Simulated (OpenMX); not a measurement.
The system is Ti.

```
CELL_PARAMETERS angstrom
2.95000 0.00000 0.00000
-1.47500 2.55477 0.00000
0.00000 0.00000 4.68000
ATOMIC_POSITIONS crystal
Ti 0.66667 0.33333 0.75000
Ti 0.33333 0.66667 0.25000
```

```yaml
Program: OpenMX 3.8.5
Task: single point
Functional: PBE
Potentials_or_basis: OpenMX 2013 PBE set, Ti7.0-s3p2d2, grid cutoff 400 Ry
k_mesh: 11 × 11 × 7
Occupations: fermi-dirac, width 0.05 eV
Spin: no spin polarisation
```

On this cell: pressure -2.3 GPa; largest force 0.027 eV/Å; band gap on the k mesh none (metal or under the smearing width).

The same run follows on a disturbed copy (atoms moved at random, drawn with an rms of 0.05 Å):

```
CELL_PARAMETERS angstrom
2.95000 0.00000 0.00000
-1.47500 2.55477 0.00000
0.00000 0.00000 4.68000
ATOMIC_POSITIONS crystal
Ti 0.68616 0.32688 0.74849
Ti 0.33797 0.67291 0.24873
```

Q: What does the disturbed cell give?

A: The energy (extrapolated to zero smearing) moves by +1.3 meV/atom; pressure -2.3 GPa; largest force 0.096 eV/Å; band gap on the k mesh none (metal or under the smearing width).

Forces in eV/Å, atoms in the order of the input:
```
Ti  -0.093  0.023  0.002
Ti   0.086 -0.021 -0.004
```

Caveats: the basis of atomic orbitals isn't converged, which shifts pressures, moduli and gaps.
